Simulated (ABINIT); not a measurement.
Runs of ABINIT 10.8.3 (patched build) on ZnCu2SnS4. The structure is tetragonal, space group I-4 (No. 82). Conventional cell: a = 5.434 Å, b = 5.434 Å, c = 10.850 Å, α = 90.00°, β = 90.00°, γ = 90.00°. Sn (site symmetry -4) has 4 S at 2.41 Å as nearest neighbours. Zn (site symmetry -4) is surrounded by 4 S at 2.33 Å. Cu (site symmetry -4) has 4 S at 2.33 Å as nearest neighbours. Cu (site symmetry -4) has 4 S at 2.33 Å as nearest neighbours. S (site symmetry 1) has 1 Zn at 2.33 Å and 2 Cu at 2.33 Å and 1 Sn at 2.41 Å as nearest neighbours. 

```csv
level,potentials or basis,k mesh,mesh quality,gap on the mesh (eV),largest force (eV/Å)
LDA,JTH PAW LDA v2.0,4 × 4 × 4,not flagged,0.17,(b)
PBE,JTH PAW PBE v2.0,3 × 3 × 3,coarse,0.27,0.59
PBEsol,JTH PAW PBE v2.0,3 × 3 × 3,coarse,(c),0.63
PBE,JTH PAW PBE v2.0,4 × 4 × 4,not flagged,0.28,(a)
LDA,JTH PAW LDA v2.0,3 × 3 × 3,coarse,0.17,0.66
```

Alike in all rows: task single point; no spin polarisation; cell as given; cutoff (eV) 544; smearing fermi-dirac 0.05 eV.

Estimate the missing entries.

(a) 0.60; (b) 0.67; (c) 0.22.

Caveats: some runs use coarse meshes; spin-orbit coupling is left out, which moves the levels of the heavy elements; an odd mesh through Γ misses points on the zone boundary, where band edges often lie (some runs); the PAW data sets were made with another functional, which shifts forces and pressure a little (some runs).

A k mesh can miss the band edges, and the runs leave out spin-orbit coupling on Sn.

Not every run made on this cell is shown here.
